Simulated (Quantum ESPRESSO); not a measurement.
Ru:

```
CELL_PARAMETERS angstrom
2.70580 0.00000 0.00000
-1.35290 2.34329 0.00000
0.00000 0.00000 4.28190
ATOMIC_POSITIONS crystal
Ru 0.66667 0.33333 0.75000
Ru 0.33333 0.66667 0.25000
```

```yaml
Program: Quantum ESPRESSO 7.5
Task: phonons
Functional: PBEsol
Potentials_or_basis: PseudoDojo 0.4.1 SR PBEsol standard
Cutoff: 1143 eV
Density_cutoff: 4572 eV
k_mesh: 9 × 9 × 5
Occupations: cold, width 0.2 eV
Spin: no spin polarisation
Target_pressure: 5 GPa
Mixing_beta: 0.5
Most_SCF_iterations: 120
SCF_threshold: 4e-10 Ry
```

The cell and the atoms were relaxed first at 5 GPa, to 13.15 Å³/atom (a = 2.677 Å, b = 2.677 Å, c = 4.238 Å, α = 90.00°, β = 90.00°, γ = 120.00°), and the response was taken there.

Q: Which optical modes does the crystal have at the zone centre, and which show in infrared and Raman spectra?

A: The optical modes are E2g + B1g. None is infrared active. Raman active: E2g.

Optical modes at Γ, degenerate ones joined:
```csv
cm⁻¹,components,symmetry,active in
191,2,E2g,Raman
282,1,B1g,silent
```

Caveat: the mesh is thin for the phonons of a metal; the cell is more than 3 GPa from zero pressure, which shifts response properties.
